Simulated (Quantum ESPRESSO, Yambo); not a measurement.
# CsH (Fm-3m): Bethe-Salpeter spectra with Yambo, part 2 of 4

Aim: the absorption spectrum of CsH (Fm-3m) with electron-hole interaction, and what each part of the kernel does.

Quantum ESPRESSO 7.5 and Yambo 5.3.0; PBEsol and many-body steps on it, plane waves. Known limits of the many-body steps: not at the basis limit; no spin-orbit coupling; bindings not settled in the k mesh.

So far. Step 4 (Screening and self-energy, 4×4×4 mesh, 152 bands …): The gap on the mesh goes from 2.15 eV to 4.31 eV, a correction of +2.16 eV. Step 5 (Excitons): The lowest state lies at 3.526 eV, 0.783 eV under the direct gap.

The database entry behind the starting cell differs from later determinations by our own check (0.1 to 0.3 % short, probably kX units), so it need not match the best structure at ambient conditions.

### Step 6. Levels from G0W0

This step: Bethe-Salpeter equation on PBEsol with G0W0 levels, plane waves, norm-conserving pseudopotentials.

bse4.in reads:

```
optics
bss
bse
em1s
dipoles
rim_cut
RandQpts= 1000000
RandGvec= 1 RL
Chimod= "HARTREE"
BSKmod= "SEX"
BSEmod= "resonant"
BSSmod= "d"
BSENGexx= 30 Ry
BSENGBlk= 6 Ry
% BSEQptR
 1 | 1 |
%
% BSEBands
 2 | 10 |
%
% BEnRange
 0 | 8 | eV
%
% BDmRange
 0.1 | 0.1 | eV
%
BEnSteps= 161
% BLongDir
 1 | 0 | 0 |
%
% BndsRnXs
 1 | 73 |
%
NGsBlkXs= 6 Ry
% LongDrXs
 1 | 1 | 1 |
%
KfnQPdb= "E < ./gw1/ndb.QP"
WRbsWF
```

Launch:

```console
> OMP_NUM_THREADS=1 mpirun -n 4 yambo -F bse4.in -J bse4,bse3_W -C bse4 > bse4.log
```

The program printed:

```text
 Yambo, version 5.3.0

 [02] CORE Variables Setup
 =========================

  [... cell, symmetries and grids as in the set-up ...]

  [02.05] Energies & Occupations
  ==============================

  [X] === General ===
  [X] Electronic Temperature                        :  0.000000  0.000000 [eV K]
  [X] Bosonic    Temperature                        :  0.000000  0.000000 [eV K]
  [X] Finite Temperature mode                       : no
  [X] El. density                                   :  0.15432E+24 [cm-3]
  [X] Fermi Level                                   :  3.261446 [eV]

  [X] === Gaps and Widths ===
  [X] Conduction Band Min                           :  2.149182 [eV]
  [X] Valence Band Max                              :  0.000000 [eV]
  [X] Filled Bands                                  :   5
  [X] Empty Bands                                   :    6  152
  [X] Direct Gap                                    :  2.149182 [eV]
  [X] Direct Gap localized at k                     :  3
  [X] Indirect Gap                                  :  2.149182 [eV]
  [X] Indirect Gap between kpts                     :  3  3
  [X] Last valence band width                       :  1.775611 [eV]
  [X] 1st conduction band width                     :  2.995424 [eV]

 [03] Transferred momenta grid and indexing
 ==========================================

 IBZ Q-points                                      :   8
 BZ  Q-points                                      :   64

 K/Q-points units:
 rlu = crystal or reduced units; cc = cartesian coordinates; iku = interal k-units

 Q [1]          [rlu]:  0.000000  0.000000  0.000000
 Q [2]          [rlu]: -0.48926E-17 -0.48926E-17  0.25000
 Q [3]          [rlu]:  0.97851E-17  0.97851E-17 -0.50000
[...]
[K+QP] Fermi Level                                : -1.627638 [eV]

  [K+QP] === Gaps and Widths ===
  [K+QP] Conduction Band Min                        :  4.308738 [eV]
  [K+QP] Valence Band Max                           :  0.000000 [eV]
  [K+QP] Filled Bands                               :   5
  [K+QP] Empty Bands                                :    6  152
  [K+QP] Direct Gap                                 :  4.308738 [eV]
  [K+QP] Direct Gap localized at k                  :  3
  [K+QP] Indirect Gap                               :  4.308738 [eV]
  [K+QP] Indirect Gap between kpts                  :  3  3
  [K+QP] Last valence band width                    :  1.852397 [eV]
  [K+QP] 1st conduction band width                  :  3.320618 [eV]

  [coarse-grid] Minimum Bare Gap        [ev]:  2.149182
  [coarse-grid] Minimum Gap Correction  [ev]:  2.159556

  Eqp @ K [1]
  -21.85480  -8.28719  -8.28737  -8.28740  -1.85240   7.62936   7.62919   7.62923
    7.95125   9.52280   9.52280  10.85079  11.75972  11.75972  11.75972  17.13904
  Eqp @ K [2]
  -21.83535  -8.76281  -8.33137  -8.33136  -0.95534   5.71415   7.64002   7.64019
[...]
Eqp @ K [3]
[...]
Eqp @ K [4]
[...]
Eqp @ K [5]
[...]
[... 2 further k-points ...]
  Eqp @ K [8]
  -21.77141  -8.81414  -8.81420  -8.61883  -0.77439   6.34461   6.34458   7.47702
   10.91347  11.21603  11.21603  11.39233  11.90855  15.24949  15.24949  15.96356

 [06] Dipoles
 ============

  [06.01] Setup: observables and procedures
  =========================================

  [WARNING] [r,Vnl^pseudo] included in position and velocity dipoles.

  [WARNING] In case H contains other non local terms, these are neglected

 [07] Static Dielectric Matrix
 =============================

    [08.01.05.02] Main kernel loop
    ==============================

    [08.01.05.03] Wave-Function Phases
    ==================================

    [BSE] WF phases found       :  53.18287 [o/o]

   [08.01.06] BSE solver(s) @q1
   ============================

   [08.01.07] Diago Solver @q1
   ===========================

 [11] Game Over & Game summary
```

It took 15 s on 4 MPI ranks of Arm Neoverse V2, shared host; peak memory 1.2 GiB; 58 s of CPU time.

This step gave:

* transitions in the window: 1280
* direct gap of the transition levels: 4.309 eV
* lowest state: 3.531 eV
* first strong exciton (over a fiftieth of the strongest listed): 3.531 eV
* binding of the lowest state below the direct gap: 0.7781 eV
* Coulomb term of one mesh cell: 0.8369 eV

The binding is 0.93 times the screened Coulomb term of one mesh cell (0.84 eV), so it is not shown settled.

The lowest state lies at 3.531 eV, 0.778 eV under the direct gap.

The ε₂ has structure finer than the step of the table below, so its rows give means over 0.25 eV, whole bins alone (the curve runs from 0 to 8 eV). Peaks (eV: height): BSE 3.550: 6.93, 4.800: 10.1, 6.300: 6.98, 7.350: 6.36; no electron-hole interaction 4.300: 3.60, 5.850: 5.76, 7.300: 4.35.

Field along x; broadening 0.1 eV; transition window only. Limits: finite bands, cutoff and mesh; no spin-orbit coupling; exciton not shown settled in the k mesh. The ε₂ by photon energy; means over each step:

```
photon energy (eV)     BSE  no electron-hole interaction
              0.25  0.0180                        0.0102
              0.50  0.0201                        0.0110
              0.75  0.0228                        0.0120
              1.00  0.0261                        0.0131
              1.25  0.0303                        0.0145
              1.50  0.0359                        0.0161
              1.75  0.0435                        0.0180
              2.00  0.0544                        0.0205
              2.25  0.0713                        0.0236
              2.50   0.100                        0.0277
              2.75   0.157                        0.0335
              3.00   0.307                        0.0421
              3.25    1.03                        0.0563
              3.50    4.95                        0.0833
              3.75    1.70                         0.150
              4.00   0.521                         0.441
              4.25   0.505                          2.36
              4.50    1.22                          1.08
              4.75    6.57                         0.279
              5.00    3.21                         0.210
              5.25   0.953                         0.286
              5.50   0.647                         0.718
              5.75   0.565                          3.82
              6.00    1.31                          3.08
              6.25    5.01                          1.08
              6.50    3.05                         0.478
              6.75    1.91                         0.608
              7.00    1.24                          1.90
              7.25    4.02                          3.86
              7.50    2.36                          3.06
              7.75   0.563                          1.03
```

The program warns that the window of bands cuts a degenerate level, which breaks the symmetry of states and spectrum.

### Step 7. Triplet (no exchange term)

This step: Bethe-Salpeter equation on PBEsol with a scissors shift, plane waves, norm-conserving pseudopotentials.

bse5.in, as its differences from bse4.in of step 6:

```diff
@@ -12,3 +12,3 @@
 BSSmod= "d"
-BSENGexx= 30 Ry
+BSENGexx= 1 RL
 BSENGBlk= 6 Ry
@@ -37,3 +37,5 @@
 %
-KfnQPdb= "E < ./gw1/ndb.QP"
+% KfnQP_E
+ 2.16 | 1.0 | 1.0 |
+%
 WRbsWF
```

Launch:

```console
> OMP_NUM_THREADS=1 mpirun -n 4 yambo -F bse5.in -J bse5,bse3_W -C bse5 > bse5.log
```

The program printed:

```text
 Yambo, version 5.3.0

 [02] CORE Variables Setup
 =========================

  [... cell, symmetries and grids as in the set-up ...]

  [02.05] Energies & Occupations
  ==============================

  [X] === General ===
  [X] Electronic Temperature                        :  0.000000  0.000000 [eV K]
  [X] Bosonic    Temperature                        :  0.000000  0.000000 [eV K]
  [X] Finite Temperature mode                       : no
  [X] El. density                                   :  0.15432E+24 [cm-3]
  [X] Fermi Level                                   :  3.261446 [eV]

  [X] === Gaps and Widths ===
  [X] Conduction Band Min                           :  2.149182 [eV]
  [X] Valence Band Max                              :  0.000000 [eV]
  [X] Filled Bands                                  :   5
  [X] Empty Bands                                   :    6  152
  [X] Direct Gap                                    :  2.149182 [eV]
  [X] Direct Gap localized at k                     :  3
  [X] Indirect Gap                                  :  2.149182 [eV]
  [X] Indirect Gap between kpts                     :  3  3
  [X] Last valence band width                       :  1.775611 [eV]
  [X] 1st conduction band width                     :  2.995424 [eV]

 [03] Transferred momenta grid and indexing
 ==========================================

 IBZ Q-points                                      :   8
 BZ  Q-points                                      :   64

 K/Q-points units:
 rlu = crystal or reduced units; cc = cartesian coordinates; iku = interal k-units

 Q [1]          [rlu]:  0.000000  0.000000  0.000000
 Q [2]          [rlu]: -0.48926E-17 -0.48926E-17  0.25000
 Q [3]          [rlu]:  0.97851E-17  0.97851E-17 -0.50000
[...]
[K+QP] Fermi Level                                :  0.000000 [eV]

  [K+QP] === Gaps and Widths ===
  [K+QP] Conduction Band Min                        :  4.309182 [eV]
  [K+QP] Valence Band Max                           :  0.000000 [eV]
  [K+QP] Filled Bands                               :   5
  [K+QP] Empty Bands                                :    6  152
  [K+QP] Direct Gap                                 :  4.309182 [eV]
  [K+QP] Direct Gap localized at k                  :  3
  [K+QP] Indirect Gap                               :  4.309182 [eV]
  [K+QP] Indirect Gap between kpts                  :  3  3
  [K+QP] Last valence band width                    :  1.775611 [eV]
  [K+QP] 1st conduction band width                  :  2.995424 [eV]

  [coarse-grid] Minimum Bare Gap        [ev]:  2.149182
  [coarse-grid] Minimum Gap Correction  [ev]:  2.160000

  Eqp @ K [1]
  -21.45331  -7.88570  -7.88570  -7.88570  -1.77561   7.30461   7.30461   7.30461
    7.97364   9.07804   9.07804  10.40602  11.31496  11.31496  11.31496  16.69428
  Eqp @ K [2]
  -21.41468  -8.34214  -7.93327  -7.93327  -0.94896   5.67698   7.32457   7.32457
[...]
Eqp @ K [3]
[...]
Eqp @ K [4]
[...]
Eqp @ K [5]
[...]
[... 2 further k-points ...]
  Eqp @ K [8]
  -21.35025  -8.39298  -8.39298  -8.20460  -0.73528   6.24501   6.24501   7.24078
   10.46663  10.85902  10.85902  11.03533  11.55155  14.89248  14.89248  15.60656

 [06] Dipoles
 ============

  [06.01] Setup: observables and procedures
  =========================================

  [WARNING] [r,Vnl^pseudo] included in position and velocity dipoles.

  [WARNING] In case H contains other non local terms, these are neglected

 [07] Static Dielectric Matrix
 =============================

    [08.01.05.02] Main kernel loop
    ==============================

    [08.01.05.03] Wave-Function Phases
    ==================================

    [BSE] WF phases found       :  53.18287 [o/o]

   [08.01.06] BSE solver(s) @q1
   ============================

   [08.01.07] Diago Solver @q1
   ===========================

 [11] Game Over & Game summary
```

Run time: 13 s. Hardware: 4 MPI ranks; peak memory 1.2 GiB.

The lowest triplet lies at 3.446 eV; without spin-orbit coupling triplets are dark, so no spectrum is read.

The program warns that the window of bands cuts a degenerate level, which breaks the symmetry of states and spectrum.

### Step 8. Beyond Tamm-Dancoff

bse6.in, as its differences from bse5.in of step 7:

```diff
@@ -10,5 +10,5 @@
 BSKmod= "SEX"
-BSEmod= "resonant"
+BSEmod= "coupling"
 BSSmod= "d"
-BSENGexx= 1 RL
+BSENGexx= 30 Ry
 BSENGBlk= 6 Ry
```

Launch:

```console
> OMP_NUM_THREADS=1 mpirun -n 4 yambo -F bse6.in -J bse6,bse3_W -C bse6 > bse6.log
```

The program printed:

```text
 Yambo, version 5.3.0

 [02] CORE Variables Setup
 =========================

  [... cell, symmetries and grids as in the set-up ...]

  [02.05] Energies & Occupations
  ==============================

  [X] === General ===
  [X] Electronic Temperature                        :  0.000000  0.000000 [eV K]
  [X] Bosonic    Temperature                        :  0.000000  0.000000 [eV K]
  [X] Finite Temperature mode                       : no
  [X] El. density                                   :  0.15432E+24 [cm-3]
[...]
=========================================

  [WARNING] [r,Vnl^pseudo] included in position and velocity dipoles.

  [WARNING] In case H contains other non local terms, these are neglected

 [07] Static Dielectric Matrix
 =============================

    [08.01.05.02] Main kernel loop
    ==============================

    [08.01.05.03] Wave-Function Phases
    ==================================

    [BSE] WF phases found       :  53.18287 [o/o]

   [08.01.06] BSE solver(s) @q1
   ============================

   [08.01.07] Diago Solver @q1
   ===========================

   [WARNING] Parallel non-herm diag not yet implemented. Switching to LK

 [11] Game Over & Game summary
```

Run time: 79 s. Hardware: 4 MPI ranks; peak memory 2.7 GiB; 5.3 min of CPU time.

Numbers from this step:

```yaml
transitions_in_the_window: 1280
direct_gap_of_the_transition_levels: 4.309 eV
lowest_state: 3.521 eV
first_strong_exciton_over_a_fiftieth_of_the_strongest_listed: 3.521 eV
binding_of_the_lowest_state_below_the_direct_gap: 0.7883 eV
coulomb_term_of_one_mesh_cell: 0.8369 eV
```

The binding is 0.94 times the screened Coulomb term of one mesh cell (0.84 eV), so it is not shown settled.

The lowest state lies at 3.521 eV, 0.788 eV under the direct gap.

The ε₂ has structure finer than the step of the table below, so its rows give means over 0.25 eV, whole bins alone (the curve runs from 0 to 8 eV). Peaks (eV: height): BSE 3.500: 6.97, 4.700: 9.31, 6.050: 5.89, 7.000: 4.88; no electron-hole interaction 4.300: 3.60, 5.750: 6.11, 6.850: 3.12, 7.200: 3.77, 7.950: 6.89.

Field along x; broadening 0.1 eV; transition window only. Limits: finite bands, cutoff and mesh; no spin-orbit coupling; exciton not shown settled in the k mesh. The ε₂ by photon energy; means over each step:

```
photon energy (eV)      BSE  no electron-hole interaction
              0.25  0.00335                       0.00146
              0.50  0.00685                       0.00296
              0.75   0.0107                       0.00452
              1.00   0.0150                       0.00620
              1.25   0.0202                       0.00805
              1.50   0.0266                        0.0101
              1.75   0.0351                        0.0125
              2.00   0.0470                        0.0154
              2.25   0.0651                        0.0190
              2.50   0.0955                        0.0236
              2.75    0.156                        0.0298
              3.00    0.317                        0.0389
              3.25     1.12                        0.0537
              3.50     5.08                        0.0813
              3.75     1.61                         0.149
              4.00    0.542                         0.440
              4.25    0.625                          2.36
              4.50     2.25                          1.08
              4.75     6.65                         0.289
              5.00     1.51                         0.233
              5.25    0.892                         0.355
              5.50    0.624                          1.15
              5.75     1.22                          4.46
              6.00     4.09                          2.44
              6.25     2.42                         0.751
              6.50     2.31                         0.647
              6.75     2.08                          1.96
              7.00     3.69                          2.42
              7.25     1.25                          3.44
              7.50    0.425                          2.14
              7.75    0.445                          2.55
```

The program warns that the window of bands cuts a degenerate level, which breaks the symmetry of states and spectrum.

### Step 9. Finite momentum (q 2)

bse7.in reads:

```
optics
bss
bse
em1s
dipoles
rim_cut
RandQpts= 1000000
RandGvec= 1 RL
Chimod= "HARTREE"
BSKmod= "SEX"
BSEmod= "resonant"
BSSmod= "d"
BSENGexx= 30 Ry
BSENGBlk= 6 Ry
% BSEQptR
 2 | 2 |
%
% BSEBands
 2 | 10 |
%
% BEnRange
 0 | 7 | eV
%
% BDmRange
 0.1 | 0.1 | eV
%
BEnSteps= 141
% BLongDir
 1 | 0 | 0 |
%
% BndsRnXs
 1 | 73 |
%
NGsBlkXs= 6 Ry
% LongDrXs
 1 | 1 | 1 |
%
% KfnQP_E
 2.16 | 1.0 | 1.0 |
%
WRbsWF
```

Launch:

```console
> OMP_NUM_THREADS=1 mpirun -n 4 yambo -F bse7.in -J bse7,bse3_W -C bse7 > bse7.log
```

The program printed:

```text
 Yambo, version 5.3.0

 [02] CORE Variables Setup
 =========================

  [... cell, symmetries and grids as in the set-up ...]

  [02.05] Energies & Occupations
  ==============================

  [X] === General ===
  [X] Electronic Temperature                        :  0.000000  0.000000 [eV K]
  [X] Bosonic    Temperature                        :  0.000000  0.000000 [eV K]
  [X] Finite Temperature mode                       : no
  [X] El. density                                   :  0.15432E+24 [cm-3]
[...]
[06] Dipoles
 ============

  [06.01] Setup: observables and procedures
  =========================================

  [WARNING] [r,Vnl^pseudo] included in position and velocity dipoles.

  [WARNING] In case H contains other non local terms, these are neglected

 [07] Static Dielectric Matrix
 =============================

    [08.01.05.02] Main kernel loop
    ==============================

    [08.01.05.03] Wave-Function Phases
    ==================================

    [BSE] WF phases found       :  53.18287 [o/o]

   [08.01.06] BSE solver(s) @q2
   ============================

   [08.01.07] Diago Solver @q2
   ===========================

 [11] Game Over & Game summary
```

Run time: 15 s. Hardware: 4 MPI ranks; peak memory 1.1 GiB; 61 s of CPU time.

This step gave:

| Item | Value |
| --- | --- |
| transitions in the window | 1280 |
| lowest state | 4.100 eV |
| first strong exciton (over a fiftieth of the strongest listed) | 4.150 eV |

The lowest state lies at 4.100 eV.

The ε₂ has structure finer than the step of the table below, so its rows give means over 0.25 eV, whole bins alone (the curve runs from 0 to 7 eV). Peaks (eV: height): BSE 4.400: 6.07, 4.950: 4.17, 5.500: 2.28, 6.250: 3.60, 6.600: 4.26; no electron-hole interaction 5.250: 1.05, 5.950: 2.74.

Longitudinal response along q; broadening 0.1 eV; transition window only; momentum transfer q number 2. Limits: finite bands, cutoff and mesh; no spin-orbit coupling; exciton not shown settled in the k mesh. ε₂ against photon energy; means over each step:

```
photon energy (eV)     BSE  no electron-hole interaction
              0.25  0.0137                       0.00754
              0.50  0.0152                       0.00807
              0.75  0.0168                       0.00867
              1.00  0.0188                       0.00934
              1.25  0.0213                        0.0101
              1.50  0.0243                        0.0110
              1.75  0.0281                        0.0120
              2.00  0.0329                        0.0132
              2.25  0.0394                        0.0146
              2.50  0.0483                        0.0162
              2.75  0.0612                        0.0182
              3.00  0.0813                        0.0208
              3.25   0.116                        0.0239
              3.50   0.185                        0.0281
              3.75   0.380                        0.0338
              4.00    1.54                        0.0421
              4.25    3.98                        0.0555
              4.50    3.47                        0.0823
              4.75    2.17                         0.182
              5.00    3.51                         0.409
              5.25    1.65                         0.862
              5.50    1.83                         0.806
              5.75    1.20                          1.96
              6.00    1.64                          2.43
              6.25    3.05                          2.03
              6.50    3.20                          1.10
              6.75    2.70                          1.10
```

The program warns that the window of bands cuts a degenerate level, which breaks the symmetry of states and spectrum.

(Part 2 of 4 ends here.)

[Paths, hosts, dates, memory and timing lines, banners, echoed tables and standing remarks are left out of the program output.]

[Logs are printed without paths, hosts, clocks, repeated set-up lines and the standing remarks that a program may print on its own settings, such as how far it seeks lower states.]

[Runs of the session that timed out or met a known fault of the program may be left out.]

[Hosts, paths, dates, database ids (printed as entryN), source tags and the programs' standing remarks are cut or masked in the printed files.]
